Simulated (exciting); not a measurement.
Bi under changes of volume

One of the cells (35.070 Å³/atom); the others are scaled copies at fixed shape and fractional positions:

```xyz
2
Lattice="2.2675 1.3091 3.9380 -2.2675 1.3091 3.9380 0.0000 -2.6183 3.9380" Properties=species:S:1:pos:R:3 pbc="T T T"
Bi    0.0000    0.0000    9.0495
Bi    0.0000    0.0000    2.7645
```

| Property | Result |
| --- | --- |
| Program | exciting (release sodium) |
| Functional | PBE |
| Potentials or basis | all-electron LAPW+lo, shipped species files, valence relativity iora* |
| rgkmax | 7.5 |
| k mesh | 7 × 7 × 7 |
| Occupations | fermi-dirac, width 0.05 eV |
| Spin | no spin polarisation |

| volume (Å³/atom) | energy over the lowest point (meV/atom) | gap on the mesh (eV) |
| --- | --- | --- |
| 32.965 | 56.52 | 0.30 |
| 33.667 | 31.95 | 0.29 |
| 34.368 | 17.99 | 0.28 |
| 35.070 | 6.01 | 0.27 |
| 35.771 | 1.43 | 0.26 |
| 36.472 | 0.00 | 0.25 |
| 37.174 | ? | ? |

Q: What does the run at 37.174 Å³/atom give?

A: Energy over the lowest point 2.83 meV/atom; gap on the mesh 0.24 eV.

Worked out: A Birch-Murnaghan fit of order 3 (a polynomial in V^(-2/3)) to the other rows has its minimum at 36.44 Å³/atom with B0 = V·E''(V) = 35 GPa (rough, since the energies scatter) at fixed shape and positions, which overstates the stiffness. It gives 1.38 meV/atom at 37.174 Å³/atom, against the run's 2.83. A straight line through the other rows of the gap, of slope -0.495 eV per unit of ln V, extrapolates to 0.24 eV, against the run's 0.24.

Energies are extrapolated to zero smearing.

Caveats: rgkmax is low for these elements, so energy differences scatter by about 1 meV per atom; the free energy is that total less TS from the occupations; spin-orbit coupling is left out, which as a rule narrows the gap of such compounds by several tenths of an eV; an odd mesh through Γ misses points on the zone boundary, where band edges often lie.
